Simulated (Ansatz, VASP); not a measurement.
One calculation of Ga, two programs

INCAR

```
  PREC = Accurate
  ENCUT = 520
  EDIFF = 1E-7
  ISMEAR = -1
  SIGMA = 0.05
  LREAL = F
  LASPH = T
  NELM = 60
  ALGO = Fast
  ISIF = 2
  LWAVE = F
  LCHARG = T
  GGA = PS
  LELF = T
  LVHAR = T
  NBANDS = 20
```

File KPOINTS:

```
Automatic mesh
0
Gamma
  6 6 5
```

POSCAR

```
Ga
1.0
    1.4500000000     -4.0650000000      0.0000000000
    1.4500000000      4.0650000000      0.0000000000
    0.0000000000      0.0000000000      3.1700000000
Ga
2
Direct
    0.1330000000      0.8670000000      0.7500000000
    0.8670000000      0.1330000000      0.2500000000
```

Contents of input.yaml:

```yaml
crystal:
  lattice:
    - [1.45, -4.065, 0.0]
    - [1.45, 4.065, 0.0]
    - [0.0, 0.0, 3.17]
  atoms:
    - { symbol: Ga, position: [0.133, 0.867, 0.75] }
    - { symbol: Ga, position: [0.867, 0.133, 0.25] }
hamiltonian:
  xc: pbesol
  pseudopotentials: { kind: paw }
kpoints:
  mp_grid: { grid: [6, 6, 5] }
  band_path:
    path:
      - [[0.0, 0.0, 0.0], [0.2818093587, 0.2818093587, 0.0], [0.0, 0.5, 0.0], [0.0, 0.5, 0.5], [0.2818093587, 0.2818093587, 0.5], [0.0, 0.0, 0.5], [0.0, 0.0, 0.0], [-0.5, 0.5, 0.0], [-0.2818093587, 0.7181906413, 0.0], [-0.2818093587, 0.7181906413, 0.5], [-0.5, 0.5, 0.5], [-0.5, 0.5, 0.0]]
      - [[0.0, 0.0, 0.5], [-0.5, 0.5, 0.5]]
    npoints: 14
scf:
  occupations: { method: fermi_dirac, width: 0.05 }
  n_extra_bands: 6
output:
  forces: true
  stress: true
  eigenvalues: true
  fatbands: false
```

This isn't the form of Ga at room conditions, which is orthorhombic.

Alike in both runs: functional PBEsol; k mesh 6 × 6 × 5; occupations fermi-dirac, width 0.05 eV; no spin polarisation.

```csv
,VASP,Ansatz
version,VASP 6.6.1,Ansatz 0.2.0
potentials or method,"VASP PAW PBE potentials, release 64 (Ga_d)",Ansatz PAW
plane-wave cutoff (eV),520,420
valence electrons in the cell,26,26
task,single point,band structure
```

|  | VASP | Ansatz | Ansatz less VASP |
| --- | --- | --- | --- |
| gap on the k mesh at the Fermi level (eV) | none | none | - |
| pressure (GPa) | -1.7 | -1.8 | -0.09 |
| largest component of the traceless stress (GPa) | 2.33 | 2.33 | -0.001 |
| rms of the force components (eV/Å) | 0.092 | 0.092 | +0.0004 |

Atom by atom the forces differ by 0.000 eV/Å (rms over components). A gap of «none» marks a metal or a gap that the smearing closes.

Caveats: the k mesh is coarse (spacing up to 0.40 Å⁻¹), so the values aren't converged; the PAW data sets were made with another functional, which shifts forces and pressure a little (VASP); the PAW data sets come from PBE, with cores solved anew for the run's functional, which leaves a small shift of forces and pressure (Ansatz).
